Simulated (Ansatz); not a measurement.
A (001) slab of relaxed bulk KCl (Fm-3m, 32.44 Å³/atom, gap on the mesh 5.05 eV), 3 planes in a 4×1 cell with the lowest 1 held; added atoms sit on lattice sites of the next plane. A dipole correction is on. The surface energy is the mean of the held and the free face; step energies are per length and the mean of the stripe's two steps, which run along the shortest translation of the plane; step and island energies count from the flat slab and bulk atoms.

Method: DFT PBE, scalar-relativistic, plane waves, PAW in Ansatz.

Cutoff 420 eV; k points 2×6×1 on the computed 28-atom cell (Γ-centred); Gaussian smearing, width 0.05 eV; no spin polarisation.

Start (stripe of 4 atoms):

```
CELL_PARAMETERS angstrom
18.04074 0.00000 0.00000
0.00000 4.51018 0.00000
0.00000 0.00000 21.56754
ATOMIC_POSITIONS crystal
K 0.00000 0.00000 0.06955
K 0.12500 0.50000 0.21742
Cl 0.00000 0.00000 0.21742
Cl 0.12500 0.50000 0.06955
K 0.25000 0.00000 0.06955
K 0.37500 0.50000 0.21742
Cl 0.25000 0.00000 0.21742
Cl 0.37500 0.50000 0.06955
K 0.50000 0.00000 0.06955
K 0.62500 0.50000 0.21742
Cl 0.50000 0.00000 0.21742
Cl 0.62500 0.50000 0.06955
K 0.75000 0.00000 0.06955
K 0.87500 0.50000 0.21742
Cl 0.75000 0.00000 0.21742
Cl 0.87500 0.50000 0.06955
K 0.00000 0.00000 0.36529
Cl 0.12500 0.50000 0.36529
K 0.25000 0.00000 0.36529
Cl 0.37500 0.50000 0.36529
K 0.50000 0.00000 0.36529
Cl 0.62500 0.50000 0.36529
K 0.75000 0.00000 0.36529
Cl 0.87500 0.50000 0.36529
K 0.12500 0.50000 0.51316
Cl 0.00000 0.00000 0.51316
K 0.37500 0.50000 0.51316
Cl 0.25000 0.00000 0.51316
```

Relax it.

The free energy falls by 25 meV/atom.

| Quantity | Value |
| --- | --- |
| step energy (meV/Å) | 112 |
| gap on the mesh (eV) | 2.78 |

Relaxed structure:
```
CELL_PARAMETERS angstrom
18.04074 0.00000 0.00000
0.00000 4.51018 0.00000
0.00000 0.00000 21.56754
ATOMIC_POSITIONS crystal
K 0.00000 0.00000 0.06955
K 0.12198 0.50000 0.21897
Cl 0.00103 0.00000 0.21612
Cl 0.12500 0.50000 0.06955
K 0.25000 0.00000 0.06955
K 0.37410 0.50000 0.21572
Cl 0.25276 0.00000 0.21884
Cl 0.37500 0.50000 0.06955
K 0.50000 0.00000 0.06955
K 0.62815 0.50000 0.21552
Cl 0.49905 0.00000 0.21500
Cl 0.62500 0.50000 0.06955
K 0.75000 0.00000 0.06955
K 0.87681 0.50000 0.21614
Cl 0.74795 0.00000 0.21520
Cl 0.87500 0.50000 0.06955
K 0.99054 0.00000 0.37672
Cl 0.12881 0.50000 0.36612
K 0.24451 0.00000 0.36581
Cl 0.38431 0.50000 0.37434
K 0.50843 0.00000 0.35566
Cl 0.62386 0.50000 0.36606
K 0.75306 0.00000 0.36363
Cl 0.86845 0.50000 0.35802
K 0.11258 0.50000 0.51680
Cl 0.01090 0.00000 0.51464
K 0.35576 0.50000 0.51080
Cl 0.25530 0.00000 0.51912
```

The run took 6.5 min on 4 threads of Arm Neoverse V2 (shared host), peak memory 4.8 GiB.